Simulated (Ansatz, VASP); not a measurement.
# Cross-check of AgBr (Bromargyrite) between VASP and Ansatz

Aim: how closely do two programs agree when they are given the same cell, functional and k mesh?

Program: Ansatz 0.2.0. Level of theory: plane waves, with VASP 6.6.1 beside it; G0W0 gap at PBE. Results are calculated unless marked as measured.

In doubt: one-shot GW on d or f shells is unsure, so the values of those runs are not to be relied on.

## Step 1: The starting structure

Symmetry: Fm-3m, No. 225, cubic system. The conventional cell has a = 5.774 Å, b = 5.774 Å, c = 5.774 Å, α = 90.00°, β = 90.00°, γ = 90.00°. Nearest to Ag lie 6 Br at 2.89 Å. Nearest to Br lie 6 Ag at 2.89 Å. Farther neighbours and most contacts between anions are not listed.

As a file:

```xyz
2
Lattice="0.0000 2.8872 2.8872 2.8872 0.0000 2.8872 2.8872 2.8872 0.0000" Properties=species:S:1:pos:R:3 pbc="T T T"
Ag    0.0000    0.0000    0.0000
Br    2.8872    2.8872    2.8872
```

## Step 2: VASP: G0W0 gap, PBE

Quasiparticle shifts depend on high empty states and on the cores, so they are the hardest test of two PAW sets.

Lines of VASP's logs that name or quote its potential files are left out, and so is its time.

The run reads the wave functions of an earlier VASP run, which isn't shown here.

File INCAR:

```
SYSTEM = AgBr
PREC = Accurate
ENCUT = 300
ISMEAR = 0
SIGMA = 0.01
LREAL = .FALSE.
GGA = PE
NBANDS = 144
ALGO = EVGW0
NELMGW = 1
ENCUTGW = 120
NOMEGA = 48
PRECFOCK = Fast
NBANDSGW = 24
LWAVE = .FALSE.
LCHARG = .FALSE.
```

File POSCAR:

```
AgBr
1.0
    0.0000000000      2.8872500000      2.8872500000
    2.8872500000      0.0000000000      2.8872500000
    2.8872500000      2.8872500000      0.0000000000
Ag Br
1 1
Direct
    0.0000000000      0.0000000000      0.0000000000
    0.5000000000      0.5000000000      0.5000000000
```

File KPOINTS:

```
Automatic mesh
0
Gamma
4 4 4
0 0 0
```

Potentials, in the order of the species: Ag_GW and Br_GW (PBE family, release 64).

On the command line:

```
$ mpirun -np 8 vasp_std
```

Numbers of over 12 decimals in the logs are rounded to 6 here.

The program printed:

```text
[banner, memory and clock lines left out]
running    8 mpi-ranks, on    1 nodes
 distrk:  each k-point on    8 cores,    1 groups
 distr:  one band on    1 cores,    8 groups

 POSCAR found type information on POSCAR AgBr
 POSCAR found :  2 types and       2 ions
|                                                                             |
|           W    W    AA    RRRRR   N    N  II  N    N   GGGG   !!!           |
|           W    W   A  A   R    R  NN   N  II  NN   N  G    G  !!!           |
|           W    W  A    A  R    R  N N  N  II  N N  N  G       !!!           |
|           W WW W  AAAAAA  RRRRR   N  N N  II  N  N N  G  GGG   !            |
|           WW  WW  A    A  R   R   N   NN  II  N   NN  G    G                |
|           W    W  A    A  R    R  N    N  II  N    N   GGGG   !!!           |
|                                                                             |
|     For optimal performance we recommend to set                             |
|       NCORE = 2 up to number-of-cores-per-socket                            |
|     NCORE specifies how many cores store one orbital (NPAR=cpu/NCORE).      |
|     This setting can greatly improve the performance of VASP for DFT.       |
|     The default, NCORE=1 might be grossly inefficient on modern             |
|     multi-core architectures or massively parallel machines. Do your        |
|     Unfortunately you need to use the default for GW and RPA                |
|     calculations (for HF NCORE is supported but not extensively tested      |
|     yet).                                                                   |
|                                                                             |

|                                                                             |
|           W    W    AA    RRRRR   N    N  II  N    N   GGGG   !!!           |
|           W    W   A  A   R    R  NN   N  II  NN   N  G    G  !!!           |
|           W    W  A    A  R    R  N N  N  II  N N  N  G       !!!           |
|           W WW W  AAAAAA  RRRRR   N  N N  II  N  N N  G  GGG   !            |
|           WW  WW  A    A  R   R   N   NN  II  N   NN  G    G                |
|           W    W  A    A  R    R  N    N  II  N    N   GGGG   !!!           |
|                                                                             |
|     The default for ENCUTGWSOFT is different in this version of VASP.       |
|     please manually set ENCUTGWSOFT =120 in the INCAR file.                 |
|                                                                             |

 LDA part: xc-table for (Slater+PW92), standard interpolation
 found WAVECAR, reading the header
 POSCAR, INCAR and KPOINTS ok, starting setup
 FFT: planning ... GRIDC
 FFT: planning ... GRID_SOFT
 FFT: planning ... GRID
 reading WAVECAR
 the WAVECAR file was read successfully
 initial charge from wavefunction
 available memory per node:     58.84 GB, setting MAXMEM to     60256

 The Fermi energy was updated, please check that it is located mid-gap
 values below the HOMO (VB) or above the LUMO (CB) will cause erroneous energies
 E-fermi :   3.8025

 calculate exact exchange contribution
 the WAVEDER file was read successfully
|                                                                             |
|           W    W    AA    RRRRR   N    N  II  N    N   GGGG   !!!           |
|           W    W   A  A   R    R  NN   N  II  NN   N  G    G  !!!           |
|           W    W  A    A  R    R  N N  N  II  N N  N  G       !!!           |
|           W WW W  AAAAAA  RRRRR   N  N N  II  N  N N  G  GGG   !            |
|           WW  WW  A    A  R   R   N   NN  II  N   NN  G    G                |
|           W    W  A    A  R    R  N    N  II  N    N   GGGG   !!!           |
|                                                                             |
|     Automatic setting of frequency mesh for GW failed. Frequency mesh       |
|     properly not suitable for determining QP energies. Consider             |
|     increasing number of kpoints.                                           |
|                                                                             |

energies w=
    0.000    0.000    0.372    0.000    0.742    0.000    1.108    0.000
    1.471    0.000    1.828    0.000    2.180    0.000    2.524    0.000
    2.862    0.000    3.195    0.000    3.520    0.000    3.841    0.000
    4.157    0.000    4.470    0.000    4.780    0.000    5.088    0.000
    5.397    0.000    5.706    0.000    6.018    0.000    6.334    0.000
    6.656    0.000    6.986    0.000    7.325    0.000    7.677    0.000
    8.043    0.000    8.428    0.000    8.833    0.000    9.264    0.000
    9.726    0.000   10.225    0.000   10.767    0.000   11.365    0.000
   12.026    0.000   12.767    0.000   13.609    0.000   14.574    0.000
   15.697    0.000   17.028    0.000   18.629    0.000   20.600    0.000
   23.089    0.000   26.332    0.000   30.731    0.000   37.031    0.000
   46.781    0.000   63.825    0.000  101.040    0.000  244.806    0.000
 responsefunction array rank=     152
 LDA part: xc-table for (Slater+PW92), standard interpolation

 min. memory requirement per mpi rank     97.3 MB, per node    778.6 MB

 allocating   6 responsefunctions rank=   152
 shmem allocating  48 responsefunctions rank=   152
 response function shared by NCSHMEM nodes    1
 Doing            6  frequencies on each core in blocks of           48
NQ=   1    0.0000    0.0000    0.0000,
|.........|.........|.........|.........|.........|.........|.........|.........
 performed        210000 updates of chi_q(r,r)
 total number of BLAS operations         31.65 Gflops
NQ=   2    0.2500    0.0000    0.0000,
|.........|.........|.........|.........|.........|.........|.........|.........
 performed        669000 updates of chi_q(r,r)
 total number of BLAS operations        114.39 Gflops
NQ=   3    0.5000    0.0000    0.0000,
|.........|.........|.........|.........|.........|.........|.........|.........
 performed       1004000 updates of chi_q(r,r)
 total number of BLAS operations        165.46 Gflops
NQ=   4    0.2500    0.2500    0.0000,
|.........|.........|.........|.........|.........|.........|.........|.........
 performed       1415000 updates of chi_q(r,r)
 total number of BLAS operations        238.51 Gflops
NQ=   5    0.5000    0.2500    0.0000,
|.........|.........|.........|.........|.........|.........|.........|.........
 performed       1985000 updates of chi_q(r,r)
 total number of BLAS operations        331.79 Gflops
NQ=   6   -0.2500    0.2500    0.0000,
|.........|.........|.........|.........|.........|.........|.........|.........
 performed       2486000 updates of chi_q(r,r)
 total number of BLAS operations        414.92 Gflops
NQ=   7    0.5000    0.5000    0.0000,
|.........|.........|.........|.........|.........|.........|.........|.........
 performed       2793000 updates of chi_q(r,r)
 total number of BLAS operations        470.29 Gflops
NQ=   8   -0.2500    0.5000    0.2500,
|.........|.........|.........|.........|.........|.........|.........|.........
 performed       3211000 updates of chi_q(r,r)
 total number of BLAS operations        539.66 Gflops
 resolving degeneracies of screened two electron integrals

 calculate QP shifts <psi_nk| G(iteration)W_0 |psi_nk>: iteration 1
 entering main loop
```

From OUTCAR (step 2):

```text
ion  position               nearest neighbor table
   1  0.000  0.000  0.000-   2 2.89   2 2.89   2 2.89   2 2.89   2 2.89   2 2.89
   2  0.500  0.500  0.500-   1 2.89   1 2.89   1 2.89   1 2.89   1 2.89   1 2.89

  LATTYP: Found a face centered cubic cell.
 ALAT       =     5.7745000000

 Subroutine GETGRP returns: Found 48 space group operations
 (whereof 48 operations were pure point group operations)

The static configuration has the point symmetry O_h .

 Found      8 irreducible k-points:

   k-points           NKPTS =      8   k-points in BZ     NKDIM =     64   number of bands    NBANDS=    144

   dimension x,y,z NGX =    24 NGY =   24 NGZ =   24
   dimension x,y,z NGXF=    48 NGYF=   48 NGZF=   48

   ENCUT  =  300.0 eV  22.05 Ry    4.70 a.u.   5.77  5.77  5.77*2*pi/ulx,y,z

   NELECT =      18.0000    total number of electrons

  energy-cutoff  :      300.00
  volume of cell :       48.14
      direct lattice vectors                 reciprocal lattice vectors
     0.000000000  2.887250000  2.887250000    -0.173175167  0.173175167  0.173175167
     2.887250000  0.000000000  2.887250000     0.173175167 -0.173175167  0.173175167
     2.887250000  2.887250000  0.000000000     0.173175167  0.173175167 -0.173175167

 k-points in reciprocal lattice and weights: Automatic mesh
   0.00000000  0.00000000  0.00000000       0.016
   0.25000000  0.00000000  0.00000000       0.125
   0.50000000  0.00000000  0.00000000       0.062
   0.25000000  0.25000000  0.00000000       0.094
   0.50000000  0.25000000  0.00000000       0.375
  -0.25000000  0.25000000  0.00000000       0.188
   0.50000000  0.50000000  0.00000000       0.047
  -0.25000000  0.50000000  0.25000000       0.094

 E-fermi :   3.8025

 QP shifts <psi_nk| G(iteration)W_0 |psi_nk>: iteration 1
 for sc-GW calculations column KS-energies equals QP-energies in previous step
 and V_xc(KS)=  KS-energies - (<T + V_ion + V_H > + <T+V_H+V_ion>^1  + <V_x>^1)
 k-point   1 :       0.0000    0.0000    0.0000
  band No.  KS-energies  QP-energies   sigma(KS)   V_xc(KS)     V^pw_x(r,r')   Z            occupation Imag(sigma)
    ...
      6       0.7522      -0.7101     -16.6114     -14.5300     -21.3495       0.7025       2.0000       0.4078
      7       1.6070       0.7301     -14.1766     -12.9979     -16.5638       0.7439       2.0000       0.1819
      8       1.6070       0.7301     -14.1766     -12.9979     -16.5638       0.7439       2.0000       0.1819
      9       1.6070       0.7301     -14.1766     -12.9979     -16.5638       0.7439       2.0000       0.1819
     10       4.1250       4.3058      -9.4788      -9.7058      -5.5551       0.7964       0.0000      -0.0545
     11      13.3857      13.6443      -9.3876      -9.7208      -4.8479       0.7762       0.0000      -0.1710
     12      13.3857      13.6443      -9.3876      -9.7208      -4.8479       0.7762       0.0000      -0.1710
     13      13.3857      13.6443      -9.3876      -9.7208      -4.8479       0.7762       0.0000      -0.1710
    ...

 k-point   2 :       0.2500    0.0000    0.0000
  band No.  KS-energies  QP-energies   sigma(KS)   V_xc(KS)     V^pw_x(r,r')   Z            occupation Imag(sigma)
    ...
      6       0.8930      -0.6066     -16.6214     -14.5073     -21.2087       0.7093       2.0000       0.3742
      7       1.2197      -0.1309     -15.9517     -14.0764     -19.8502       0.7201       2.0000       0.3216
      8       2.7351       1.6872     -15.5418     -14.1446     -18.4244       0.7500       2.0000       0.2333
      9       2.7351       1.6872     -15.5418     -14.1446     -18.4244       0.7500       2.0000       0.2333
     10       6.3137       6.5563     -10.1724     -10.4822      -6.2176       0.7828       0.0000      -0.0606
     11      10.6179      10.8576      -9.1586      -9.4670      -4.4762       0.7772       0.0000      -0.1493
     12      11.6979      11.9777      -9.2082      -9.5668      -4.5172       0.7801       0.0000      -0.1702
     13      11.6979      11.9777      -9.2082      -9.5668      -4.5172       0.7801       0.0000      -0.1702
    ...

 k-point   3 :       0.5000    0.0000    0.0000
  band No.  KS-energies  QP-energies   sigma(KS)   V_xc(KS)     V^pw_x(r,r')   Z            occupation Imag(sigma)
    ...
      6       1.0432      -0.4631     -16.8277     -14.7089     -21.4283       0.7109       2.0000       0.3737
      7       1.3769      -0.0419     -16.4849     -14.5141     -20.6383       0.7199       2.0000       0.3392
      8       3.4799       2.4349     -16.0446     -14.6633     -18.9341       0.7566       2.0000       0.2375
      9       3.4799       2.4349     -16.0446     -14.6633     -18.9341       0.7566       2.0000       0.2375
     10       7.2420       7.3418      -8.1836      -8.3084      -4.2333       0.7999       0.0000      -0.0795
     11       9.9466      10.4366     -11.3774     -12.0337      -5.9459       0.7466       0.0000      -0.1976
     12      10.2582      10.5042      -8.9112      -9.2258      -4.4196       0.7819       0.0000      -0.1230
     13      10.2582      10.5042      -8.9112      -9.2258      -4.4196       0.7819       0.0000      -0.1230
    ...

 k-point   4 :       0.2500    0.2500    0.0000
  band No.  KS-energies  QP-energies   sigma(KS)   V_xc(KS)     V^pw_x(r,r')   Z            occupation Imag(sigma)
    ...
      6       0.8285      -0.6412     -16.7043     -14.6163     -21.4504       0.7039       2.0000       0.4071
      7       1.6630       0.5133     -15.4359     -13.8724     -18.6864       0.7354       2.0000       0.2583
      8       1.6630       0.5133     -15.4359     -13.8724     -18.6864       0.7354       2.0000       0.2583
      9       1.8662       0.6813     -15.2858     -13.6769     -18.5036       0.7365       2.0000       0.2872
     10       6.7086       6.9573     -11.0859     -11.4064      -7.1686       0.7762       0.0000      -0.0507
     11      10.1474      10.4104      -9.0858      -9.4239      -4.4788       0.7778       0.0000      -0.1363
     12      11.3174      11.4182      -8.7850      -8.9132      -4.6216       0.7869       0.0000      -0.1074
     13      12.9292      13.2219      -9.1451      -9.5253      -4.1874       0.7703       0.0000      -0.2239
    ...

[... 4 further parts left out ...]
```

[end of part 1 of 2]

[Lines on the potential files, build, host, timing and source positions are cut from VASP's logs without a mark.]

[Logs are printed without paths, hosts, clocks, repeated set-up lines and the standing remarks that a program may print on its own settings, such as how far it seeks lower states.]

[Hosts, paths, dates, database ids (printed as entryN), source tags and the programs' standing remarks are cut or masked in the printed files.]
